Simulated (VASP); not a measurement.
# PbS (R3m) in VASP: notebook, part 2 of 2

VASP 6.6.1.

**3. Atomic charges, LDA**

Input file INCAR:

```
  PREC = Accurate
  ENCUT = 520
  EDIFF = 1E-7
  ISMEAR = 0
  SIGMA = 0.02
  LREAL = False
  LASPH = True
  NELM = 60
  ALGO = Normal
  ISIF = 2
  LWAVE = False
  LCHARG = True
  LORBIT = 11
  LELF = True
  LVHAR = True
```

Input file KPOINTS:

```
Automatic mesh
0
Gamma
  8 8 8
```

Input file POSCAR:

```
PbS
1.0
    2.1126617058      1.2197458045      3.4519162518
   -2.1126617058      1.2197458045      3.4519162518
    0.0000000000     -2.4394916091      3.4519162518
Pb S
1 1
Direct
    0.9805657800      0.9805657800      0.9805657800
    0.4750355500      0.4750355500      0.4750355500
```

Potentials or basis: VASP PAW LDA potentials, release 64 (Pb_d, S).

The run is started by

```sh
$ cat potpaw_LDA.64/Pb_d/POTCAR potpaw_LDA.64/S/POTCAR > POTCAR
$ mpirun -np 1 vasp_std > vasp.out
```

OUTCAR:

```text
PREC = Accurate
   ENCUT = 520
   EDIFF = 1E-7
   ISMEAR = 0
   LREAL = False
   LASPH = True
   NELM = 60
   ISIF = 2
   LORBIT = 11

 ion  position               nearest neighbor table
   1  0.981  0.981  0.981-   2 2.96   2 2.96   2 2.96   2 3.02   2 3.02   2 3.02
   2  0.475  0.475  0.475-   1 2.96   1 2.96   1 2.96   1 3.02   1 3.02   1 3.02

  LATTYP: Found a trigonal (rhomboedric) cell.
 ALAT       =     4.2269191050
 COS(alpha) =     0.5003774362

  Lattice vectors:

 A1 = (   2.1126617058,   1.2197458045,   3.4519162518)
 A2 = (  -2.1126617058,   1.2197458045,   3.4519162518)
 A3 = (   0.0000000000,  -2.4394916091,   3.4519162518)

Analysis of symmetry for initial positions (statically):
=====================================================================
 Subroutine PRICEL returns:
 Original cell was already a primitive cell.

 Routine SETGRP: Setting up the symmetry group for a
 trigonal (rhombohedral) supercell.

 Subroutine GETGRP returns: Found  6 space group operations
 (whereof  6 operations were pure point group operations)
 out of a pool of 12 trial point group operations.

The static configuration has the point symmetry C_3v.

Analysis of symmetry for dynamics (positions and initial velocities):
=====================================================================
 Subroutine PRICEL returns:
 Original cell was already a primitive cell.

 Routine SETGRP: Setting up the symmetry group for a
 trigonal (rhombohedral) supercell.

 Subroutine GETGRP returns: Found  6 space group operations
 (whereof  6 operations were pure point group operations)
 out of a pool of 12 trial point group operations.

The dynamic configuration has the point symmetry C_3v.

 Subroutine INISYM returns: Found  6 space group operations
 (whereof  6 operations are pure point group operations),
 and found     1 'primitive' translations

----------------------------------------------------------------------------------------

                                     Primitive cell

  volume of cell :      53.3717

  direct lattice vectors                    reciprocal lattice vectors
     2.112661706  1.219745805  3.451916252     0.236668274  0.136640492  0.096564722
    -2.112661706  1.219745805  3.451916252    -0.236668274  0.136640492  0.096564722
     0.000000000 -2.439491609  3.451916252     0.000000000 -0.273280984  0.096564722

  length of vectors
     4.226919105  4.226919105  4.226919105     0.289840028  0.289840028  0.289840028

  position of ions in fractional coordinates (direct lattice)
     0.980565780  0.980565780  0.980565780
     0.475035550  0.475035550  0.475035550

  ion indices of the primitive-cell ions
   primitive index   ion index
                 1           1
                 2           2

----------------------------------------------------------------------------------------

 KPOINTS: Automatic mesh

Automatic generation of k-mesh.
 Grid dimensions read from file:
 generate k-points for:    8    8    8

 Generating k-lattice:

  Cartesian coordinates                     Fractional coordinates (reciprocal lattice)
     0.029583534  0.017080061  0.012070590     0.125000000  0.000000000  0.000000000
    -0.029583534  0.017080061  0.012070590     0.000000000  0.125000000  0.000000000
     0.000000000 -0.034160123  0.012070590     0.000000000  0.000000000  0.125000000

[... 48 lines left out ...]
   ISTART =      0    job   : 0-new  1-cont  2-samecut
   ICHARG =      2    charge: 1-file 2-atom 10-const
   ISPIN  =      1    spin polarized calculation?
   LNONCOLLINEAR =      F non collinear calculations
   LSORBIT =      F    spin-orbit coupling
   LASPH  =      T    aspherical Exc in radial PAW
   ENCUT  =  520.0 eV  38.22 Ry    6.18 a.u.   7.86  7.86  7.86*2*pi/ulx,y,z
   NELM   =     60;   NELMIN=  2; NELMDL= -5     # of ELM steps
   EDIFF  = 0.1E-06   stopping-criterion for ELM
   LREAL  =      F    real-space projection
   EDIFFG = 0.1E-05   stopping-criterion for IOM
   NSW    =      0    number of steps for IOM
   IBRION =     -1    ionic relax: 0-MD 1-quasi-New 2-CG
   NFREE  =      0    steps in history (QN), initial steepest desc. (CG)
   ISIF   =      2    stress and relaxation
   ISYM   =      2    0-nonsym 1-usesym 2-fastsym
   POTIM  = 0.5000    time-step for ionic-motion
   TEBEG  =    0.0;   TEEND  =   0.0 temperature during run
   PSTRESS=    0.0 pullay stress
   NELECT =      20.0000    total number of electrons
   NUPDOWN=      -1.0000    fix difference up-down
   EMIN   =  10.00;   EMAX   =-10.00  energy-range for DOS
   EFERMI =   0.00;   METHOD = LEGACY
   ISMEAR =     0;   SIGMA  =   0.02  broadening in eV -4-tet -1-fermi 0-gaus
   EFERMI_NEDOS =   21; number of points for ismear=-14 and -15
   IALGO  =     38    algorithm
   IMIX   =      4    mixing-type and parameters
     AMIX     =   0.40;   BMIX     =  1.00
     AMIX_MAG =   1.60;   BMIX_MAG =  1.00
  volume/ion in A,a.u.               =      26.69       180.08
  Fermi-wavevector in a.u.,A,eV,Ry     =   1.180270  2.230386 18.953411  1.393036
  Thomas-Fermi vector in A             =   2.316565
   LORBIT       =     11    0 simple, 1 ext, 2 COOP (PROOUT), +10 PAW based schemes
   GGA     = CA    functional components
   LHFCALC =     F    Hartree Fock is set to
   AEXX    =    0.0000 exact exchange contribution
   IVDW    =     0    specifies the selected vdW correction
   LEPSILON=     F    determine dielectric tensor
   LRPA    =     F    only Hartree local field effects (RPA)
 non-spin polarized calculation
 Gauss-broadening in eV      SIGMA  =   0.02
  energy-cutoff  :      520.00
  volume of cell :       53.37
 maximum number of plane-waves:      1459
   NGX = 15   NGY = 15   NGZ = 15

 number of electron      20.0000002 magnetization

 Free energy of the ion-electron system (eV)
  ---------------------------------------------------
  ext. energy  EPLUGINS =         0.00000000
  ---------------------------------------------------
  free energy    TOTEN  =        -9.95936360 eV

  energy without entropy =       -9.95936360  energy(sigma->0) =       -9.95936360

 E-fermi :   5.3629     XC(G=0):  -9.9252

 val. band max:        5.2667756388   @ k =   0.5000   0.0000   0.0000
 cond. band min:       5.5724828571   @ k =   0.5000   0.0000   0.0000
 fundamental gap:      0.3057072183
 Fermi energy:         5.3629335819

 k-point     1 :       0.0000    0.0000    0.0000
  band No.  band energies     occupation
      1     -11.4384      2.00000
      2     -11.4381      2.00000
      3     -11.4381      2.00000
      4     -11.4288      2.00000
      5     -11.4288      2.00000
      6      -8.0741      2.00000
      7      -0.8223      2.00000
      8       3.2444      2.00000
      9       3.2444      2.00000
     10       3.2483      2.00000
     11      10.2692      0.00000
     12      10.2941      0.00000
     13      10.2941      0.00000
     14      12.0144      0.00000
[... 377 lines left out ...]
      1     -11.4521      2.00000
      2     -11.4470      2.00000
      3     -11.4337      2.00000
      4     -11.4150      2.00000
      5     -11.4057      2.00000
      6      -7.3162      2.00000
      7      -2.5157      2.00000
      8       2.5364      2.00000
      9       3.6860      2.00000
     10       4.7213      2.00000
     11       6.5989      0.00000
     12       7.6660      0.00000
     13       9.0940      0.00000
     14      12.5438      0.00000

 [... further k-points ...]

------------------------ aborting loop because EDIFF is reached ----------------------------------------

  FORCE on cell =-STRESS in cart. coord.  units (eV):
  Direction    XX          YY          ZZ          XY          YZ          ZX
  --------------------------------------------------------------------------------------
  -------------------------------------------------------------------------------------
  Total       -1.2248046     -1.2248046     -1.2178522      0.0000000      0.0000000      0.0000000
  in kB      -36.7677122    -36.7677122    -36.5590058      0.0000000      0.0000000      0.0000000
  external PRESSURE =     -36.6981434 kB  Pullay stress =       0.0000000 kB

 VOLUME and BASIS-vectors are now :
 -----------------------------------------------------------------------------
  energy-cutoff  :      520.00
  volume of cell :       53.37
      direct lattice vectors                 reciprocal lattice vectors
     2.112661706  1.219745805  3.451916252     0.236668274  0.136640492  0.096564722
    -2.112661706  1.219745805  3.451916252    -0.236668274  0.136640492  0.096564722
     0.000000000 -2.439491609  3.451916252     0.000000000 -0.273280984  0.096564722

 POSITION                                       TOTAL-FORCE (eV/Angst)
 -----------------------------------------------------------------------------------
      0.00000     -0.00000     10.15449         0.000000     -0.000000      0.003652
      0.00000     -0.00000      4.91935         0.000000      0.000000     -0.003652
 -----------------------------------------------------------------------------------
    total drift:                                0.000000     -0.000000     -0.000056

  FREE ENERGIE OF THE ION-ELECTRON SYSTEM (eV)
  ---------------------------------------------------
  free  energy   TOTEN  =        -9.9593635993 eV

  energy  without entropy=       -9.9593635993  energy(sigma->0) =       -9.95936360

 total charge

# of ion       s       p       d       tot
------------------------------------------
    1        1.480   0.515   9.839  11.835
    2        1.351   2.307   0.000   3.658
--------------------------------------------------
tot          2.831   2.823   9.839  15.493
```

stdout:

```text
POSCAR found type information on POSCAR PbS
 POSCAR found :  2 types and       2 ions
 scaLAPACK will be used
 LDA part: xc-table for (Slater(with rela. corr.)+CA(PZ))
 , standard interpolation
 POSCAR, INCAR and KPOINTS ok, starting setup
 FFT: planning ... GRIDC
 FFT: planning ... GRID_SOFT
 FFT: planning ... GRID
 WAVECAR not read
 entering main loop
```

It took 16 s on 1 thread of Intel Xeon 6975P-C (Granite Rapids), shared host; peak memory 0.18 GiB.

Results:

```yaml
Free_energy: -9.9594 eV
Pressure: -3.7 GPa
Largest_force: 0.004 eV/Å
Band_gap_on_the_k_mesh: 0.31 eV, direct
Valence_electrons_inside_the_program's_atomic_spheres: Pb 11.84; S 3.66
```

Forces in eV/Å, atoms in the order of the input:
```
Pb   0.000  0.000  0.004
S    0.000  0.000 -0.004
```

Levels at points of the mesh, in eV from the valence-band top:
| k point | band 8 | band 9 | band 10 | band 11 | band 12 | band 13 |
| --- | --- | --- | --- | --- | --- | --- |
| (0.00, 0.00, 0.00) | -2.02 | -2.02 | -2.02 | 5.00 | 5.03 | 5.03 |
| (0.50, 0.00, 0.00) | -1.64 | -1.64 | 0.00 | 0.31 | 1.92 | 1.92 |
| (0.50, 0.50, 0.00) | -5.03 | -3.29 | -3.28 | 3.83 | 5.42 | 5.51 |
| (0.50, 0.50, 0.50) | -1.64 | -1.64 | -0.05 | 0.35 | 1.92 | 1.92 |

Caveat: spin-orbit coupling is left out, which as a rule narrows the gap of such compounds by several tenths of an eV. A k mesh can miss the band edges.

**4. Electron localisation function, LDA**

Input file INCAR:

```
SYSTEM = PbS
  PREC = Accurate
  ENCUT = 520
  EDIFF = 1E-6
  ISMEAR = 0
  SIGMA = 0.02
  LREAL = .False.
  LASPH = .True.
  NELM = 60
  ALGO = Fast
  ISIF = 2
  LWAVE = .False.
  LCHARG = .True.
  GGA = CA
  LELF = .True.
```

Input file KPOINTS:

```
regular mesh
0
Gamma
  8 8 8
  0 0 0
```

POSCAR is that of step 3.

The run is started by

```sh
$ cat potpaw_LDA.64/Pb_d/POTCAR potpaw_LDA.64/S/POTCAR > POTCAR
$ mpirun -np 1 vasp_std > vasp.out
```

It took 19 s on 1 thread of Intel Xeon 6975P-C (Granite Rapids), shared host; peak memory 0.19 GiB.

Results (log left out):

* Free energy: -9.9594 eV
* Pressure: -3.7 GPa
* Largest force: 0.004 eV/Å
* Band gap on the k mesh: 0.31 eV, direct

Forces on the atoms (eV/Å):
```
Pb   0.000  0.000  0.004
S    0.000  0.000 -0.004
```

Levels at points of the mesh, in eV from the valence-band top:
```csv
k point,band 7,band 8,band 9,band 10,band 11,band 12,band 13,band 14
"(0.00, 0.00, 0.00)",-6.09,-2.02,-2.02,-2.02,5.00,5.03,5.03,6.75
"(0.50, 0.00, 0.00)",-8.77,-1.64,-1.64,0.00,0.31,1.92,1.93,8.47
"(0.50, 0.50, 0.00)",-7.22,-5.03,-3.29,-3.28,3.83,5.42,5.51,5.53
"(0.50, 0.50, 0.50)",-8.76,-1.64,-1.64,-0.05,0.35,1.92,1.92,8.46
```

Caveat: spin-orbit coupling is left out, which as a rule narrows the gap of such compounds by several tenths of an eV. A k mesh can miss the band edges.

**5. Overview**

| task | level | potentials or basis | further INCAR settings | gap on the mesh (eV) | pressure (GPa) |
| --- | --- | --- | --- | --- | --- |
| electron localisation function | PBE | VASP PAW PBE potentials, release 64 (Pb_d, S) | ALGO = Normal; EDIFF = 1e-07 | 0.46 | 0.9 |
| atomic charges | LDA | VASP PAW LDA potentials, release 64 (Pb_d, S) | ALGO = Normal; EDIFF = 1e-07 | 0.31 | -3.7 |
| electron localisation function | LDA | VASP PAW LDA potentials, release 64 (Pb_d, S) | ALGO = Fast; EDIFF = 1e-06 | 0.31 | -3.7 |

Alike in all rows: no spin polarisation; cell as given; k mesh 8 × 8 × 8; cutoff (eV) 520; smearing gaussian 0.02 eV.

Caveats: spin-orbit coupling is left out, which as a rule narrows the gap of such compounds by several tenths of an eV.

Absolute energies hang on the potentials; compare differences alone.
